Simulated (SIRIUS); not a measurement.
**Hf under changes of volume**

One of the cells (23.993 Å³/atom); the others are scaled copies at fixed shape and fractional positions:

```
Hf
1.0
    -1.81695    1.81695    1.81695
     1.81695   -1.81695    1.81695
     1.81695    1.81695   -1.81695
Hf
1
Direct
  0.00000 0.00000 0.00000
```

This isn't the form of Hf at room conditions, which is hcp.

```yaml
Program: SIRIUS 7.10.0
Functional: PBEsol
Potentials_or_basis: PseudoDojo 0.4.1 PBEsol standard (scalar relativistic)
Cutoff: 807 eV
Density_cutoff: 3227 eV
k_mesh: 10 × 10 × 10
Occupations: fermi-dirac, width 0.05 eV
Spin: no spin polarisation
```

```tsv
volume (Å³/atom)	energy over the lowest point (meV/atom)	pressure (GPa)
22.112	0.00	-3.3
22.582	12.88	-5.3
23.052	31.36	-7.1
23.993	83.15	-10.2
24.464	115.45	-11.5
24.934	?	?
```

Question: What does the run at 24.934 Å³/atom give?

Answer: Energy over the lowest point 151.39 meV/atom; pressure -12.7 GPa.

Worked out: A Birch-Murnaghan fit of order 3 (a polynomial in V^(-2/3)) to the other rows has no minimum within the range. It gives 151.38 meV/atom at 24.934 Å³/atom, against the run's 151.39, and -dE/dV = -12.8 GPa, against -12.7.

Energies are extrapolated to zero smearing.
